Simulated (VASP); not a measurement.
MgSe:

```
Mg Se
1.0
     0.00000    2.99914    2.99914
     2.99914    0.00000    2.99914
     2.99914    2.99914    0.00000
Mg Se
1 1
Direct
  0.50000 0.50000 0.50000
  0.00000 0.00000 0.00000
```

The cell was built by a generator and needn't be a form met in nature.

- Program: VASP 6.6.1
- Task: relaxation of cell and atoms
- Functional: PBE
- Potentials or basis: VASP PAW PBE potentials, release 64 (Mg, Se)
- Cutoff: 520 eV
- k mesh: 5 × 5 × 5
- Occupations: gaussian, width 0.15 eV
- Spin: no spin polarisation

At the start: pressure -9.3 GPa; volume 26.98 Å³/atom.

Problem. Where does the relaxation end?

Solution. Over 3 steps the energy falls by 217.5 meV/atom and the volume is 20.90 Å³/atom (-22.5 %); space group Fm-3m (No. 225, to 0.05 Å).

Step by step:
```csv
step,energy change (eV),largest force (eV/Å),pressure (GPa),volume (Å³)
1,0.0000,0.0000,-9.26,53.95
2,-0.4314,0.0000,-1.26,42.67
3,-0.4350,0.0000,-0.14,41.80
```

Final structure:
```xyz
2
Lattice="0.0000 2.7545 2.7545 2.7545 0.0000 2.7545 2.7545 2.7545 0.0000" Properties=species:S:1:pos:R:3 pbc="T T T"
Mg    2.7545    2.7545    2.7545
Se    0.0000    0.0000    0.0000
```

Caveat: the volume moved by over 15 % at a fixed basis, so the end points are rough.
